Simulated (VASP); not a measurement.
# TaN (P-6m2) in VASP: further runs

One crystal, TaN, is run at these levels: PBE; tasks: single point.

Program: VASP 6.6.1. These are calculated values, not measurements. Logs are shortened: lines on timing, memory, paths and dates and some standing lists are left out, and cuts for length are marked.

## 1. The structure

The structure is hexagonal, space group P-6m2 (No. 187). Conventional cell: a = 2.938 Å, b = 2.938 Å, c = 2.883 Å, α = 90.00°, β = 90.00°, γ = 120.00°. Ta (site symmetry -6m2) has 6 N at 2.23 Å as nearest neighbours. N (site symmetry -6m2) is surrounded by 6 Ta at 2.23 Å.

## 2. Single point, PBE

INCAR

```
SYSTEM = TaN
ALGO = Fast
EDIFF = 1E-6
ENCUT = 520
GGA = PE
ISIF = 2
ISMEAR = 0
LASPH = .True.
LCHARG = .True.
LELF = .True.
LREAL = .False.
LVHAR = .True.
LWAVE = .False.
NELM = 80
PREC = Accurate
SIGMA = 0.02
```

KPOINTS

```
k-points
0
Gamma
  10 10 9
  0 0 0
```

POSCAR

```
TaN
2.938
    1.000000000000      0.000000000000      0.000000000000
   -0.500000000000      0.866025403778      0.000000000000
    0.000000000000      0.000000000000      0.981279782165
Ta N
1 1
Direct
    0.0000000000      0.0000000000      0.5000000000
    0.6666666667      0.3333333333      0.0000000000
```

Potentials or basis: VASP PAW PBE potentials, release 64 (Ta_pv, N).

Command:

```sh
$ cat potpaw_PBE.64/Ta_pv/POTCAR potpaw_PBE.64/N/POTCAR > POTCAR
$ mpirun -np 1 vasp_std > vasp.out
```

OUTCAR:

```text
SYSTEM = TaN
   EDIFF = 1E-6
   ENCUT = 520
   GGA = PE
   ISIF = 2
   ISMEAR = 0
   LASPH = .True.
   LREAL = .False.
   NELM = 80
   PREC = Accurate

 ion  position               nearest neighbor table
   1  0.000  0.000  0.500-   2 2.23   2 2.23   2 2.23   2 2.23   2 2.23   2 2.23
   2  0.667  0.333  0.000-   1 2.23   1 2.23   1 2.23   1 2.23   1 2.23   1 2.23

  LATTYP: Found a hexagonal cell.
 ALAT       =     2.9380000000
 C/A-ratio  =     0.9812797822

  Lattice vectors:

 A1 = (   2.9380000000,   0.0000000000,   0.0000000000)
 A2 = (  -1.4690000000,   2.5443826363,   0.0000000000)
 A3 = (   0.0000000000,   0.0000000000,   2.8830000000)

Analysis of symmetry for initial positions (statically):
=====================================================================
 Subroutine PRICEL returns:
 Original cell was already a primitive cell.

 Routine SETGRP: Setting up the symmetry group for a
 hexagonal supercell.

 Subroutine GETGRP returns: Found 12 space group operations
 (whereof 12 operations were pure point group operations)
 out of a pool of 24 trial point group operations.

The static configuration has the point symmetry D_3h.

Analysis of symmetry for dynamics (positions and initial velocities):
=====================================================================
 Subroutine PRICEL returns:
 Original cell was already a primitive cell.

 Routine SETGRP: Setting up the symmetry group for a
 hexagonal supercell.

 Subroutine GETGRP returns: Found 12 space group operations
 (whereof 12 operations were pure point group operations)
 out of a pool of 24 trial point group operations.

The dynamic configuration has the point symmetry D_3h.

 Subroutine INISYM returns: Found 12 space group operations
 (whereof 12 operations are pure point group operations),
 and found     1 'primitive' translations

----------------------------------------------------------------------------------------

                                     Primitive cell

  volume of cell :      21.5516

  direct lattice vectors                    reciprocal lattice vectors
     2.938000000  0.000000000  0.000000000     0.340367597  0.196511324  0.000000000
    -1.469000000  2.544382636  0.000000000     0.000000000  0.393022648  0.000000000
     0.000000000  0.000000000  2.883000000     0.000000000  0.000000000  0.346860909

  length of vectors
     2.938000000  2.938000000  2.883000000     0.393022648  0.393022648  0.346860909

  position of ions in fractional coordinates (direct lattice)
     0.000000000  0.000000000  0.500000000
     0.666666667  0.333333333  0.000000000

  ion indices of the primitive-cell ions
   primitive index   ion index
                 1           1
                 2           2

----------------------------------------------------------------------------------------

 KPOINTS: k-points

Automatic generation of k-mesh.
 Grid dimensions read from file:
 generate k-points for:   10   10    9

 Generating k-lattice:

  Cartesian coordinates                     Fractional coordinates (reciprocal lattice)
     0.034036760  0.019651132  0.000000000     0.100000000  0.000000000  0.000000000
     0.000000000  0.039302265  0.000000000     0.000000000  0.100000000  0.000000000
     0.000000000  0.000000000  0.038540101     0.000000000  0.000000000  0.111111111

  Length of vectors
     0.039302265  0.039302265  0.038540101

  Shift w.r.t. Gamma in fractional coordinates (k-lattice)
     0.000000000  0.000000000  0.000000000

 Subroutine IBZKPT returns following result:
 ===========================================

 Found     70 irreducible k-points:

 Following reciprocal coordinates:
            Coordinates               Weight
  0.000000  0.000000  0.000000      1.000000
  0.100000 -0.000000  0.000000      6.000000
  0.200000 -0.000000  0.000000      6.000000
  0.300000  0.000000  0.000000      6.000000
  0.400000  0.000000  0.000000      6.000000
  0.500000  0.000000  0.000000      3.000000
[... 42 lines left out ...]
  0.100000  0.100000  0.333333     12.000000
  0.200000  0.100000  0.333333     24.000000
 [... further k-points ...]
   k-points           NKPTS =     70   k-points in BZ     NKDIM =     70   number of bands    NBANDS=     12
   number of dos      NEDOS =    301   number of ions     NIONS =      2
   total plane-waves  NPLWV =  13824
   dimension x,y,z NGX =    24 NGY =   24 NGZ =   24
   dimension x,y,z NGXF=    48 NGYF=   48 NGZF=   48
   ions per type =               1   1
   NGX,Y,Z   is equivalent  to a cutoff of  13.58, 13.58, 13.84 a.u.
   NGXF,Y,Z  is equivalent  to a cutoff of  27.16, 27.16, 27.68 a.u.
 SYSTEM =  TaN
   PREC   = accura    normal or accurate (medium, high low for compatibility)
   ISTART =      0    job   : 0-new  1-cont  2-samecut
   ICHARG =      2    charge: 1-file 2-atom 10-const
   ISPIN  =      1    spin polarized calculation?
   LNONCOLLINEAR =      F non collinear calculations
   LSORBIT =      F    spin-orbit coupling
   LASPH  =      T    aspherical Exc in radial PAW
   ENCUT  =  520.0 eV  38.22 Ry    6.18 a.u.   5.46  5.46  5.36*2*pi/ulx,y,z
   NELM   =     80;   NELMIN=  2; NELMDL= -5     # of ELM steps
   EDIFF  = 0.1E-05   stopping-criterion for ELM
   LREAL  =      F    real-space projection
   EDIFFG = 0.1E-04   stopping-criterion for IOM
   NSW    =      0    number of steps for IOM
   IBRION =     -1    ionic relax: 0-MD 1-quasi-New 2-CG
   NFREE  =      0    steps in history (QN), initial steepest desc. (CG)
   ISIF   =      2    stress and relaxation
   ISYM   =      2    0-nonsym 1-usesym 2-fastsym
   POTIM  = 0.5000    time-step for ionic-motion
   TEBEG  =    0.0;   TEEND  =   0.0 temperature during run
   PSTRESS=    0.0 pullay stress
   NELECT =      16.0000    total number of electrons
   NUPDOWN=      -1.0000    fix difference up-down
   EMIN   =  10.00;   EMAX   =-10.00  energy-range for DOS
   EFERMI =   0.00;   METHOD = LEGACY
   ISMEAR =     0;   SIGMA  =   0.02  broadening in eV -4-tet -1-fermi 0-gaus
   EFERMI_NEDOS =   21; number of points for ismear=-14 and -15
   IALGO  =     68    algorithm
   IMIX   =      4    mixing-type and parameters
     AMIX     =   0.40;   BMIX     =  1.00
     AMIX_MAG =   1.60;   BMIX_MAG =  1.00
  volume/ion in A,a.u.               =      10.78        72.72
  Fermi-wavevector in a.u.,A,eV,Ry     =   1.482365  2.801264 29.897531  2.197407
  Thomas-Fermi vector in A             =   2.596160
   LORBIT       =      0    0 simple, 1 ext, 2 COOP (PROOUT), +10 PAW based schemes
   GGA     = PE    functional components
   LHFCALC =     F    Hartree Fock is set to
   AEXX    =    0.0000 exact exchange contribution
   IVDW    =     0    specifies the selected vdW correction
   LEPSILON=     F    determine dielectric tensor
   LRPA    =     F    only Hartree local field effects (RPA)
 non-spin polarized calculation
 RMM-DIIS sequential band-by-band and
 Gauss-broadening in eV      SIGMA  =   0.02
  energy-cutoff  :      520.00
  volume of cell :       21.55
 maximum number of plane-waves:       599
 NGX is ok and might be reduce to    24
   NGX = 11   NGY = 11   NGZ = 11

 number of electron      16.0000001 magnetization

 Free energy of the ion-electron system (eV)
  ---------------------------------------------------
  ext. energy  EPLUGINS =         0.00000000
  ---------------------------------------------------
  free energy    TOTEN  =       -22.44091708 eV

  energy without entropy =      -22.44091708  energy(sigma->0) =      -22.44091708

 E-fermi :   8.3663     XC(G=0): -13.3458

 val. band max:        8.1918969851   @ k =   0.0000   0.0000   0.4444
 cond. band min:       8.4850683390   @ k =   0.0000   0.0000   0.3333
 fundamental gap:      0.2931713540
 Fermi energy:         8.3662646454

 k-point     1 :       0.0000    0.0000    0.0000
  band No.  band energies     occupation
      1     -26.5947      2.00000
      2     -26.3307      2.00000
      3     -26.3307      2.00000
      4      -9.5267      2.00000
      5       3.6902      2.00000
      6       3.6902      2.00000
      7       4.0460      2.00000
      8       5.3270      2.00000
      9      10.4655      0.00000
     10      11.8392      0.00000
     11      11.8392      0.00000
     12      12.2582      0.00000

 k-point     2 :       0.1000   -0.0000    0.0000
  band No.  band energies     occupation
      1     -26.5813      2.00000
      2     -26.4371      2.00000
      3     -26.3534      2.00000
      4      -9.3222      2.00000
      5       3.1022      2.00000
      6       3.8445      2.00000
      7       4.3252      2.00000
      8       5.0387      2.00000
      9      11.1501      0.00000
     10      11.4631      0.00000
     11      11.8752      0.00000
     12      12.1537      0.00000

 k-point     3 :       0.2000   -0.0000    0.0000
  band No.  band energies     occupation
      1     -26.7067      2.00000
      2     -26.5459      2.00000
      3     -26.4124      2.00000
      4      -8.7791      2.00000
      5       1.9781      2.00000
      6       4.2323      2.00000
      7       4.3853      2.00000
      8       4.9026      2.00000
      9      10.5999      0.00000
     10      11.8909      0.00000
     11      12.0640      0.00000
     12      12.7680      0.00000
[... 526 lines left out ...]
 k-point    39 :       0.2000    0.2000    0.2222
  band No.  band energies     occupation
      1     -27.0186      2.00000
      2     -26.8306      2.00000
      3     -26.5750      2.00000
      4      -7.5364      2.00000
      5       1.4922      2.00000
      6       1.9469      2.00000
      7       3.7226      2.00000
      8       6.7494      2.00000
      9       9.8461      0.00000
     10      12.1209      0.00000
     11      12.7932      0.00000
     12      14.2011      0.00000

 k-point    40 :       0.3000    0.2000    0.2222
  band No.  band energies     occupation
      1     -27.1360      2.00000
      2     -26.7944      2.00000
      3     -26.6955      2.00000
      4      -7.2803      2.00000
      5       0.9988      2.00000
      6       2.1750      2.00000
      7       3.2165      2.00000
      8       7.0653      2.00000
      9      10.4678      0.00000
     10      12.4076      0.00000
     11      12.9398      0.00000
     12      14.3977      0.00000

 [... further k-points ...]

------------------------ aborting loop because EDIFF is reached ----------------------------------------

  FORCE on cell =-STRESS in cart. coord.  units (eV):
  Direction    XX          YY          ZZ          XY          YZ          ZX
  --------------------------------------------------------------------------------------
  -------------------------------------------------------------------------------------
  Total        0.6734833      0.6734833      0.8385055      0.0000000      0.0000000      0.0000000
  in kB       50.0678048     50.0678048     62.3358113      0.0000000      0.0000000      0.0000000
  external PRESSURE =      54.1571403 kB  Pullay stress =       0.0000000 kB

 VOLUME and BASIS-vectors are now :
 -----------------------------------------------------------------------------
  energy-cutoff  :      520.00
  volume of cell :       21.55
      direct lattice vectors                 reciprocal lattice vectors
     2.938000000  0.000000000  0.000000000     0.340367597  0.196511324  0.000000000
    -1.469000000  2.544382636  0.000000000     0.000000000  0.393022648  0.000000000
     0.000000000  0.000000000  2.883000000     0.000000000  0.000000000  0.346860909

 POSITION                                       TOTAL-FORCE (eV/Angst)
 -----------------------------------------------------------------------------------
      0.00000      0.00000      1.44150         0.000000     -0.000000      0.000000
      1.46900      0.84813      0.00000        -0.000000      0.000000      0.000000
 -----------------------------------------------------------------------------------
    total drift:                               -0.000000      0.000000      0.000000

  FREE ENERGIE OF THE ION-ELECTRON SYSTEM (eV)
  ---------------------------------------------------
  free  energy   TOTEN  =       -22.4409170777 eV

  energy  without entropy=      -22.4409170777  energy(sigma->0) =      -22.44091708
```

Wall time 10 s (1 thread of Intel Xeon Platinum 8375C at 2.90GHz (Ice Lake), shared host); peak memory 0.15 GiB.

Results:

| Quantity | Value |
| --- | --- |
| Free energy | -22.4409 eV |
| Pressure | 5.4 GPa |
| Band gap on the k mesh | none (metal or under the smearing width) |

Stress tensor (GPa, compression positive):
```
5.01 0.00 0.00
0.00 5.01 0.00
0.00 0.00 6.23
```

## 3. Single point, PBE

run.py

```python
from ase.calculators.vasp import Vasp
from ase.dft.bandgap import bandgap
from ase.spacegroup import crystal

atoms = crystal(
    ['Ta', 'N'],
    basis=[[0.0, 0.0, 0.5], [0.6666666667, 0.3333333333, 0.0]],
    spacegroup=187,
    setting=1,
    cellpar=[2.938, 2.938, 2.883, 90.0, 90.0, 120.0],
    primitive_cell=True,
)
calc = Vasp(
    directory='calc',
    xc='pbe',
    pp='PBE',
    setups='materialsproject',
    prec='Accurate',
    encut=520,
    ediff=1e-07,
    ismear=0,
    sigma=0.02,
    lreal=False,
    lasph=True,
    nelm=100,
    algo='Normal',
    isif=2,
    lwave=False,
    lcharg=True,
    lelf=True,
    lvhar=True,
    kpts=[10, 10, 9],
    gamma=True,
)
atoms.calc = calc

print('energy (eV):', atoms.get_potential_energy())
print('free energy (eV):', atoms.get_potential_energy(force_consistent=True))
print('forces (eV/A):')
print(atoms.get_forces())
print('stress (eV/A^3, Voigt):', atoms.get_stress())
print('Fermi level (eV):', calc.get_fermi_level())
gap, top, bottom = bandgap(calc)
print('band gap (eV):', gap, 'from (spin, k, band)', top, 'to', bottom)
```

Potentials or basis: VASP PAW PBE potentials, release 64 (Ta_pv, N).

Command:

```sh
$ python run.py
```

Wall time 17 s (1 thread of Intel Xeon Platinum 8375C at 2.90GHz (Ice Lake), shared host); peak memory 0.15 GiB.

The run converged. Its results:

| Item | Value |
| --- | --- |
| Free energy | -22.4409 eV |
| Pressure | 5.4 GPa |
| Band gap on the k mesh | none (metal or under the smearing width) |

Stress tensor (GPa, compression positive):
```
4.99 0.00 0.00
0.00 4.99 0.00
0.00 0.00 6.22
```

Levels at points of the mesh, in eV from the Fermi level:
```tsv
k point	band 4	band 5	band 6	band 7	band 8	band 9	band 10	band 11	band 12
(0.00, 0.00, 0.00)	-17.89	-4.68	-4.68	-4.32	-3.04	2.10	3.47	3.47	3.89
(0.50, 0.00, 0.00)	-15.61	-8.40	-5.30	-3.59	-3.30	2.90	3.91	5.11	5.19
```

## 4. For comparison

An earlier run on the cell as given: functional PBEsol; potentials or basis VASP PAW PBE potentials, release 64 (Ta_pv, N); cutoff 520 eV; k mesh 10 × 10 × 9; occupations fermi-dirac, width 0.05 eV; no spin polarisation.

* Pressure: -4.1 GPa
* Band gap on the k mesh: none (metal or under the smearing width)
